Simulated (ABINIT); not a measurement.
# MgO (Fm-3m) in ABINIT: reference runs, part 2 of 2

ABINIT 10.8.3 (patched build). Earlier steps stand in the parts before.

### Step 3. Single point, PBE

run.py reads:

```python
import json, os
import numpy as np
from ase.units import GPa
from ase.calculators.abinit import Abinit, AbinitProfile
from ase import Atoms

atoms = Atoms(['Mg', 'O'],
              cell=[[0.0, 2.0970013927, 2.0970013927], [2.0970013927, 0.0, 2.0970013927], [2.0970013927, 2.0970013927, 0.0]],
              scaled_positions=[[0.0, 0.0, 0.0], [0.5, 0.5, 0.5]],
              pbc=True)

profile = AbinitProfile(command='abinit', pp_paths=[os.path.abspath('pseudos')])
params = dict(
    pps='pawxml', xc='PBE',
    ecut=625.8619,
    pawecutdg=1224.5124,
    kptopt=1,
    ngkpt=[11, 11, 11],
    nshiftk=1,
    shiftk=[0.0, 0.0, 0.0],
    ixc=11,
    nband=12,
    occopt=3,
    tsmear=0.05,
    nstep=100,
    tolvrs=1e-09,
    prtwf=0,
    prtden=0,
)

atoms.calc = Abinit(profile=profile, directory='run', **params)
energy = atoms.get_potential_energy()
forces = atoms.get_forces()
stress = atoms.get_stress()
print(f'energy {energy:.6f} eV')
print('forces (eV/A)')
print(np.round(forces, 5))
print('stress (GPa, Voigt, tension positive)', np.round(stress / GPa, 4))
json.dump(dict(energy=energy, forces=forces.tolist(), stress=stress.tolist(), cell=atoms.cell.tolist(), frac=atoms.get_scaled_positions(wrap=False).tolist()), open('results.json', 'w'))
```

Potentials or basis: JTH PAW PBE v2.0.

Started as:

```
$ python run.py
```

The log of the run:

```text
energy -2172.654934 eV
forces (eV/A)
[[-0. -0. -0.]
 [-0. -0. -0.]]
stress (GPa, Voigt, tension positive) [-7.068 -7.068 -7.068  0.     0.     0.   ]
```

abinit.in:

```text
ecut 625.8619 eV
ixc 11
kptopt 1
natom 2
nband 12
ngkpt
11 11 11
nshiftk 1
nsppol 1
nstep 100
occopt 3
pawecutdg 1224.5124 eV
prtden 0
prtwf 0
shiftk
0.0 0.0 0.0
tolvrs 1e-09
tsmear 0.05 eV
#Definition of the unit cell
acell
1.00000000000000 1.00000000000000 1.00000000000000 Angstrom
rprim
0.00000000000000 2.09700139270000 2.09700139270000
2.09700139270000 0.00000000000000 2.09700139270000
2.09700139270000 2.09700139270000 0.00000000000000
chkprim 0 # Allow non-primitive cells
#Definition of the atom types
ntypat 2
znucl 8 12
#Enumerate different atomic species
typat
 2 1
pseudos "./pseudos/O.GGA_PBE-JTH.xml,
./pseudos/Mg.GGA_PBE-JTH.xml"
#Definition of the atoms
xcart
0.00000000000000 0.00000000000000 0.00000000000000
3.96275831770161 3.96275831770161 3.96275831770161
chkexit 1 # abinit.exit file in the running directory terminates after the current SCF
```

abinit.abo:

```text
.Version 10.8.3 of ABINIT
 Symmetries : space group Fm -3 m (#225); Bravais cF (face-center cubic)
================================================================================
 Values of the parameters that define the memory need of the present run
     intxc =       0    ionmov =       0      iscf =      17    lmnmax =       8
     lnmax =       4     mgfft =      27  mpssoang =       2    mqgrid =    3001
     natom =       2  nloc_mem =       2    nspden =       1   nspinor =       1
    nsppol =       1      nsym =      48    n1xccc =       1    ntypat =       2
    occopt =       3   xclevel =       2
       mpw =         670          nfft =       19683          nkpt =          56
 PAW method is used; the additional fine FFT grid is defined by:
   mgfftf=        36    nfftf =     46656
[... 254 lines left out ...]

 -outvars: echo values of variables after computation  --------
            acell      1.8897261259E+00  1.8897261259E+00  1.8897261259E+00 Bohr
           etotal     -7.9843597838E+01
            fcart     -0.0000000000E+00 -0.0000000000E+00 -0.0000000000E+00
                      -0.0000000000E+00 -0.0000000000E+00 -0.0000000000E+00
            rprim      0.0000000000E+00  2.0970013927E+00  2.0970013927E+00
                       2.0970013927E+00  0.0000000000E+00  2.0970013927E+00
                       2.0970013927E+00  2.0970013927E+00  0.0000000000E+00
           strten     -2.4023481119E-04 -2.4023481119E-04 -2.4023481119E-04
                       0.0000000000E+00  0.0000000000E+00  0.0000000000E+00
           xangst      0.0000000000E+00  0.0000000000E+00  0.0000000000E+00
                       2.0970013927E+00  2.0970013927E+00  2.0970013927E+00
             xred      0.0000000000E+00  0.0000000000E+00  0.0000000000E+00
                       5.0000000000E-01  5.0000000000E-01  5.0000000000E-01
 Calculation completed.
```

Wall time 13 s (1 thread of Intel Xeon Platinum 8488C (Sapphire Rapids), shared host); peak memory 0.09 GiB.

What came out:

```
Free energy                                           : -2172.6550 eV
Pressure                                              : 7.1 GPa
Band gap on the k mesh                                : 4.86 eV, direct
Valence electrons inside the program's atomic spheres : Mg 8.30; O 4.60
```

Levels at points of the mesh, in eV from the valence-band top:
| k point | band 4 | band 5 | band 6 | band 7 | band 8 | band 9 | band 10 | band 11 | band 12 |
| --- | --- | --- | --- | --- | --- | --- | --- | --- | --- |
| (0.00, 0.00, 0.00) | -38.92 | -17.32 | 0.00 | 0.00 | 0.00 | 4.86 | 15.88 | 15.88 | 15.88 |

### Step 4. Single point, PBE (atoms moved at random, drawn with an rms of 0.05 Å)

run.abi reads:

```
pp_dirpath "./"
pseudos "Mg.GGA_PBE-JTH.xml, O.GGA_PBE-JTH.xml"

acell 2.9656078099 2.9656078099 2.9656078099 Angstrom
rprim
     0.0000000000     0.7071067812     0.7071067812
     0.7071067812     0.0000000000     0.7071067812
     0.7071067812     0.7071067812     0.0000000000
ntypat 2
znucl 12 8
natom 2
typat 1 2
xred
    -0.0164450000     0.0205070000    -0.0158170000
     0.5022520000     0.4969790000     0.5069060000
chkprim 0
chksymtnons 0
tolsym 1.0e-6

ecut 23.0
pawecutdg 45.0

kptopt 1
ngkpt 11 11 11
nshiftk 1
shiftk 0.0 0.0 0.0

ixc 11

nband 12
occopt 3
tsmear 0.00183747

nstep 100
tolvrs 1.0e-9

iomode 3
prtwf 0
prtden 0
prteig 0
prtebands 0
```

Started as:

```
$ abinit run.abi > log 2>&1
```

Run time: 2.3 min. Hardware: 1 thread of Intel Xeon Platinum 8488C (Sapphire Rapids), shared host; peak memory 0.22 GiB.

It converged, with:

```
Free energy                                           : -2172.6321 eV
Pressure                                              : 7.8 GPa
Largest force                                         : 0.534 eV/Å
Band gap on the k mesh                                : 4.85 eV, direct
Valence electrons inside the program's atomic spheres : Mg 8.30; O 4.61
```

Forces on the atoms (eV/Å):
```
Mg  -0.009  0.530 -0.057
O    0.009 -0.530  0.057
```

Stress tensor (GPa, compression positive):
```
6.85 0.00 0.00
0.00 9.74 0.06
0.00 0.06 6.89
```

Levels at points of the mesh, in eV from the valence-band top:
```tsv
k point	band 4	band 5	band 6	band 7	band 8	band 9	band 10	band 11	band 12
(0.00, 0.00, 0.00)	-38.90	-17.31	-0.01	0.00	0.00	4.85	15.90	15.92	15.92
```

### Step 5. Comparison with measurements

Step 2. A measured gap of MgO is 7.83 eV (quoted in “Electronic structure of alkaline earth and post-transition metal oxides”, 2009, arxiv:0908.1581); the calculated 4.86 eV misses it by -2.97 eV. The value is that of PBE, without temperature or zero-point motion. Semilocal functionals fall short of measured gaps as a rule. The cell is a database's relaxed one, not the measured one, which moves gaps too.

Step 3. Measured gap of MgO: 7.83 eV (quoted in “Electronic structure of alkaline earth and post-transition metal oxides”, 2009, arxiv:0908.1581). This calculation gives 4.86 eV (-2.97 eV). The value is that of PBE, without temperature or zero-point motion. Semilocal functionals fall short of measured gaps as a rule. The cell is a database's relaxed one, not the measured one, which moves gaps too.
